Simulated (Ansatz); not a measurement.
Relaxation of a periodic cell of 17 atoms, Si16H (host Si, host structure diamond, interstitial H), to a largest force component of 0.08 eV/Å in at most 25 steps.

The calculation used Ansatz, DFT PBE, scalar-relativistic, plane waves, PAW. Settings: accuracy low, cutoff 420 eV, k mesh 2x2x2, fermi-dirac smearing 0.02 eV, spin collinear.

```xyz
17
Lattice="0.0000 5.4300 5.4300 5.4300 0.0000 5.4300 5.4300 5.4300 0.0000" Properties=species:S:1:pos:R:3:forces:R:3
Si 0.000 0.000 0.000 -0.01 0.12 0.03
Si 1.357 1.357 1.357 0.01 0.00 -0.12
Si 2.715 2.715 0.000 -0.11 0.02 0.02
Si 4.072 4.072 1.357 -0.02 0.01 0.01
Si 2.715 0.000 2.715 0.01 -0.03 -0.03
Si 4.072 1.357 4.072 0.13 0.00 0.00
Si 5.430 2.715 2.715 -0.01 0.03 0.12
Si 6.787 4.072 4.072 0.01 -0.12 0.00
Si 0.000 2.715 2.715 -0.06 0.05 0.00
Si 1.357 4.072 4.072 0.06 0.00 -0.06
Si 2.715 5.430 2.715 -0.01 0.01 0.01
Si 4.072 6.787 4.072 0.00 -0.05 -0.05
Si 2.715 2.715 5.430 0.01 0.06 0.06
Si 4.072 4.072 6.787 0.01 -0.01 -0.01
Si 5.430 5.430 5.430 -0.06 0.00 0.05
Si 6.787 6.787 6.787 0.06 -0.06 0.00
H 6.067 2.043 4.757 -0.02 -0.02 -0.02
```

Question: Where does it end, and by what steps?

Answer: The forces met the threshold. The threshold is loose, so the end isn't yet a minimum. The force dipped under the threshold on the way, but the program's further checks kept it going. Limits of this set-up: coarse k mesh, low accuracy level. After 10 steps the energy has fallen by 0.248 eV; H17 moved furthest, 0.96 Å.

| step | energy less start (eV) | largest force component (eV/Å) | accepted |
| --- | --- | --- | --- |
| 0 | 0.0000 | 0.135 | yes |
| 1 | -0.0045 | 0.049 | yes |
| 2 | -0.0302 | 0.213 | yes |
| 3 | -0.1259 | 0.327 | yes |
| 4 | -0.1912 | 0.507 | yes |
| 5 | -0.2232 | 0.075 | yes |
| 6 | -0.2232 | 0.075 | yes |
| 7 | -0.2397 | 0.094 | yes |
| 8 | -0.2423 | 0.100 | yes |
| 9 | -0.2484 | 0.035 | yes |
| 10 | -0.2484 | 0.035 | yes |

```xyz
17
Lattice="0.0000 5.4300 5.4300 5.4300 0.0000 5.4300 5.4300 5.4300 0.0000" Properties=species:S:1:pos:R:3
Si 0.029 0.023 0.057
Si 1.379 1.406 1.398
Si 2.725 2.757 0.038
Si 4.088 4.113 1.397
Si 2.733 0.027 2.746
Si 4.080 1.397 4.115
Si 5.454 2.771 2.740
Si 6.805 4.114 4.120
Si 0.019 2.745 2.764
Si 1.379 4.111 4.105
Si 2.725 5.472 2.754
Si 4.077 6.830 4.110
Si 2.733 2.766 5.486
Si 4.108 4.114 6.829
Si 5.445 5.482 5.459
Si 6.804 6.821 6.827
H 5.783 1.393 4.112
```

Whether the end is a true minimum wasn't checked by a vibrational analysis.

Time of the run: 79 s on 1 thread of Intel(R) Xeon(R) 6975P-C (Granite Rapids) (shared host), peak memory 0.75 GiB.
